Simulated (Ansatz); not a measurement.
Input, command and steps of an Ansatz relaxation.

```yaml
crystal:
  lattice:
    - [4.49678, 0.0, 0.0]
    - [0.0, 4.49678, 0.0]
    - [0.0, 0.0, 4.49678]
  atoms:
    - { symbol: Si, position: [0.8601, 0.8601, 0.8601] }
    - { symbol: Si, position: [0.6399, 0.1399, 0.3601] }
    - { symbol: Si, position: [0.3601, 0.6399, 0.1399] }
    - { symbol: Si, position: [0.1399, 0.3601, 0.6399] }
    - { symbol: Ni, position: [0.147, 0.147, 0.147] }
    - { symbol: Ni, position: [0.353, 0.853, 0.647] }
    - { symbol: Ni, position: [0.647, 0.353, 0.853] }
    - { symbol: Ni, position: [0.853, 0.647, 0.353] }
basis:
  ecutwfc: 500
kpoints:
  mp_grid: { grid: [4, 4, 4] }
hamiltonian:
  xc: r2scan
scf:
  occupations: { method: gaussian, width: 0.1 }
  lower_state_search: "off"
output:
  forces: true
  stress: true
  eigenvalues: true
relax:
  adjacent_minimum: "off"
  f_tol: 0.04
  max_steps: 70
  cell: { stress_tol: 0.4 }
```

```bash
ansatz run input.yaml --threads 1 --pin off --max-ram 3072MiB --backend cpu --events-out ev --progress --plain --runs-dir out
```

The calculation used DFT r2SCAN, scalar-relativistic, plane waves, PAW (Ansatz).

Of 5 frames 5 are shown, positions in Å and forces in eV/Å; the SCF threshold varies from step to step. Steps run on the plane waves of an earlier cell, with a Pulay correction in the pressure. The basis is chosen afresh for the last frame, the zero of the energies, and at times for earlier ones too; energy and pressure step there, also at an unchanged geometry. Spin polarisation was left out; whether the Ni atoms would carry moments isn't shown by this run.

```xyz
8
Lattice="4.4968 0.0000 0.0000 0.0000 4.4968 0.0000 0.0000 0.0000 4.4968" Properties=species:S:1:pos:R:3:forces:R:3 pbc="T T T" step=1 free_energy_over_end_meV_per_atom=34.25 pressure_GPa=-3.09
Si    3.8677    3.8677    3.8677   -0.6804   -0.6804   -0.6804
Si    2.8775    0.6291    1.6193    0.6804    0.6804   -0.6804
Si    1.6193    2.8775    0.6291   -0.6804    0.6804    0.6804
Si    0.6291    1.6193    2.8775    0.6804   -0.6804    0.6804
Ni    0.6610    0.6610    0.6610    0.1908    0.1908    0.1908
Ni    1.5874    3.8358    2.9094   -0.1908   -0.1908    0.1908
Ni    2.9094    1.5874    3.8358    0.1908   -0.1908   -0.1908
Ni    3.8358    2.9094    1.5874   -0.1908    0.1908   -0.1908
8
Lattice="4.4763 0.0000 0.0000 0.0000 4.4763 0.0000 0.0000 0.0000 4.4763" Properties=species:S:1:pos:R:3:forces:R:3 pbc="T T T" step=2 free_energy_over_end_meV_per_atom=13.80 pressure_GPa=-1.23
Si    3.8294    3.8294    3.8294   -0.4535   -0.4535   -0.4535
Si    2.8850    0.6469    1.5913    0.4535    0.4535   -0.4535
Si    1.5913    2.8850    0.6469   -0.4535    0.4535    0.4535
Si    0.6469    1.5913    2.8850    0.4535   -0.4535    0.4535
Ni    0.6608    0.6608    0.6608    0.1071    0.1071    0.1071
Ni    1.5774    3.8155    2.8989   -0.1071   -0.1071    0.1071
Ni    2.8989    1.5774    3.8155    0.1071   -0.1071   -0.1071
Ni    3.8155    2.8989    1.5774   -0.1071    0.1071   -0.1071
8
Lattice="4.4594 0.0000 0.0000 0.0000 4.4594 0.0000 0.0000 0.0000 4.4594" Properties=species:S:1:pos:R:3:forces:R:3 pbc="T T T" step=3 free_energy_over_end_meV_per_atom=0.00 pressure_GPa=0.67
Si    3.7746    3.7746    3.7746    0.0199    0.0199    0.0199
Si    2.9146    0.6848    1.5449   -0.0199   -0.0199    0.0199
Si    1.5449    2.9146    0.6848    0.0199   -0.0199   -0.0199
Si    0.6848    1.5449    2.9146   -0.0199    0.0199   -0.0199
Ni    0.6596    0.6596    0.6596    0.0263    0.0263    0.0263
Ni    1.5701    3.7998    2.8893   -0.0263   -0.0263    0.0263
Ni    2.8893    1.5701    3.7998    0.0263   -0.0263   -0.0263
Ni    3.7998    2.8893    1.5701   -0.0263    0.0263   -0.0263
8
Lattice="4.4647 0.0000 0.0000 0.0000 4.4647 0.0000 0.0000 0.0000 4.4647" Properties=species:S:1:pos:R:3:forces:R:3 pbc="T T T" step=4 free_energy_over_end_meV_per_atom=-0.15 pressure_GPa=-0.10
Si    3.7802    3.7802    3.7802    0.0077    0.0077    0.0077
Si    2.9168    0.6844    1.5479   -0.0077   -0.0077    0.0077
Si    1.5479    2.9168    0.6844    0.0077   -0.0077   -0.0077
Si    0.6844    1.5479    2.9168   -0.0077    0.0077   -0.0077
Ni    0.6640    0.6640    0.6640    0.0052    0.0052    0.0052
Ni    1.5683    3.8007    2.8964   -0.0052   -0.0052    0.0052
Ni    2.8964    1.5683    3.8007    0.0052   -0.0052   -0.0052
Ni    3.8007    2.8964    1.5683   -0.0052    0.0052   -0.0052
8
Lattice="4.4647 0.0000 0.0000 0.0000 4.4647 0.0000 0.0000 0.0000 4.4647" Properties=species:S:1:pos:R:3:forces:R:3 pbc="T T T" step=5 free_energy_over_end_meV_per_atom=0.00 pressure_GPa=-0.12
Si    3.7802    3.7802    3.7802    0.0077    0.0077    0.0077
Si    2.9168    0.6844    1.5479   -0.0077   -0.0077    0.0077
Si    1.5479    2.9168    0.6844    0.0077   -0.0077   -0.0077
Si    0.6844    1.5479    2.9168   -0.0077    0.0077   -0.0077
Ni    0.6640    0.6640    0.6640    0.0050    0.0050    0.0050
Ni    1.5683    3.8007    2.8964   -0.0050   -0.0050    0.0050
Ni    2.8964    1.5683    3.8007    0.0050   -0.0050   -0.0050
Ni    3.8007    2.8964    1.5683   -0.0050    0.0050   -0.0050
```

The run took 78 s on 1 thread of Arm Neoverse V2, with other jobs on the host, peak memory 0.52 GiB.

The k mesh is coarse.